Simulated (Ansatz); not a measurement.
**Band table of AlN (CsCl type)**

```
Al N
1.0
     2.14209    0.00000    0.00000
     0.00000    2.14209    0.00000
     0.00000    0.00000    2.14209
Al N
1 1
Direct
  0.00000 0.00000 0.00000
  0.50000 0.50000 0.50000
```

The cell comes from a relaxation on PAW files under the same functional, begun from a prototype that needn't be the stable phase.

Level of theory: DFT with PBE, scalar-relativistic, in Ansatz 0.2.0; a Γ-centred 15×15×15 k mesh, Fermi–Dirac smearing of 0.1 eV, no spin polarisation. LAPW: all electrons, basis error target 1 meV/atom.

This run: volume at 0.55 of the series' base cell.

Path points, in fractions of the reciprocal vectors: Γ (0.000, 0.000, 0.000), X (0.000, 0.500, 0.000), M (0.500, 0.500, 0.000), R (0.500, 0.500, 0.500). The distance column jumps between branches of the path. Levels in eV from the Fermi level; bands 6 to 11, counted from the lowest band of the run. The gap is zero, the pressure 377.5 GPa.

```
# k(1/Å) point b6 b7 b8 b9 b10 b11
0.000 Γ -25.93 -2.78 -2.78 -2.78 4.99 4.99
0.183 - -25.83 -3.65 -2.73 -2.73 5.11 5.78
0.367 - -25.51 -5.58 -2.60 -2.60 5.48 7.32
0.550 - -24.98 -7.81 -2.40 -2.40 6.08 8.62
0.733 - -24.27 -10.04 -2.15 -2.15 6.91 9.55
0.917 - -23.39 -12.14 -1.88 -1.88 7.96 10.30
1.100 - -22.41 -14.01 -1.64 -1.64 9.17 10.94
1.283 - -21.50 -15.46 -1.47 -1.47 10.37 11.42
1.467 X -21.07 -16.07 -1.41 -1.41 10.99 11.60
1.650 - -20.99 -15.97 -1.95 -1.34 10.31 11.85
1.833 - -20.73 -15.67 -3.32 -1.14 8.49 12.38
2.017 - -20.30 -15.19 -5.12 -0.82 6.23 12.98
2.200 - -19.72 -14.56 -7.04 -0.42 3.98 13.62
2.383 - -19.00 -13.84 -8.89 0.02 1.95 14.32
2.567 - -18.19 -13.12 -10.55 0.27 0.42 15.08
2.750 - -17.44 -12.56 -11.82 -0.87 0.72 15.83
2.933 M -17.09 -12.34 -12.34 -1.28 0.83 16.24
3.192 - -17.79 -12.15 -11.92 -0.46 0.61 15.36
3.452 - -19.33 -11.57 -10.98 0.06 1.74 13.83
3.711 - -21.06 -10.60 -9.76 -0.65 4.74 12.31
3.970 - -22.69 -9.26 -8.31 -1.36 7.51 11.37
4.230 - -24.06 -7.58 -6.67 -1.97 7.81 11.75
4.489 - -25.08 -5.65 -4.95 -2.41 6.72 8.89
4.748 - -25.72 -3.74 -3.44 -2.69 5.56 6.24
5.007 Γ -25.93 -2.78 -2.78 -2.78 4.99 4.99
5.325 - -25.61 -3.69 -3.69 -3.23 6.33 6.33
5.642 - -24.67 -5.38 -5.38 -4.28 9.02 9.02
5.960 - -23.16 -6.95 -6.95 -5.42 10.56 10.56
6.277 - -21.18 -8.17 -8.17 -6.35 8.92 8.92
6.595 - -18.84 -9.00 -9.00 -7.02 6.19 6.19
6.912 - -16.29 -9.50 -9.50 -7.68 3.87 3.87
7.230 - -13.76 -9.73 -9.73 -8.73 2.36 2.36
7.548 R -12.15 -9.80 -9.80 -9.80 1.84 1.84
7.807 - -13.29 -10.09 -9.59 -8.85 2.01 2.09
8.066 - -15.11 -10.88 -8.97 -7.49 2.51 2.87
8.325 - -16.84 -11.99 -7.97 -6.26 3.36 4.20
8.585 - -18.34 -13.22 -6.62 -5.06 4.55 6.05
8.844 - -19.52 -14.36 -5.02 -3.86 6.10 8.33
9.103 - -20.38 -15.28 -3.35 -2.70 7.96 10.91
9.362 - -20.90 -15.87 -1.98 -1.78 9.91 12.11
9.622 X -21.07 -16.07 -1.41 -1.41 10.99 11.60
11.696 R -12.15 -9.80 -9.80 -9.80 1.84 1.84
11.879 - -12.78 -9.94 -9.94 -9.03 1.69 2.20
12.062 - -13.81 -10.31 -10.31 -7.54 1.29 3.20
12.246 - -14.77 -10.80 -10.80 -5.85 0.73 4.74
12.429 - -15.60 -11.29 -11.29 -4.07 0.12 6.70
12.612 - -16.25 -11.73 -11.73 -2.31 -0.44 8.98
12.796 - -16.72 -12.06 -12.06 -0.89 -0.74 11.51
12.979 - -17.00 -12.27 -12.27 -1.18 0.40 14.19
13.162 M -17.09 -12.34 -12.34 -1.28 0.83 16.24
```
